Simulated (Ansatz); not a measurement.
AlNi: strain energy, fitted

AlNi, P4/mmm, a = 2.860 Å, c = 2.870 Å. The structure is a Materials Project entry; whether it is the stable form wasn't checked. Ansatz: r2SCAN, PAW, 500 eV, Γ-centred 18×18×18 mesh on 2 atoms, Gaussian smearing 0.10 eV; no spin polarisation. Series: biaxial strain in the a-b plane, c and atoms relaxed; x is the strain in per cent. y is the free energy over the unstrained cell, V0 = 11.737 Å³/atom.

```
x (%) y (meV/atom)
 -3.0         12.58
 -2.0          5.64
 -1.0          1.48
  0.0          0.00
  1.0          1.01
  2.0             ?
  3.0         12.24
```

Task: Fit y = c2 x² + c3 x³ to the other rows, turn c2 into a modulus, and predict the missing energy.

Result: Least squares on the rows shown. y = 1.379 x² − 0.006985 x³. In eV per unit strain² c2 is 13.79; M is the biaxial modulus (E = M V0 ε²): 13.79 × 160.2 / (11.737) = 188 GPa. At x = 2.0 the fit asked for gives 5.46 meV/atom. The run gave 5.11 meV/atom, so the fit is 0.35 meV/atom too high, 2.8 % of the span of the series, against an rms of 0.17 meV/atom on the fitted rows. With a term in x⁴ added, a fit to the same known rows predicts 5.43 meV/atom, no real gain.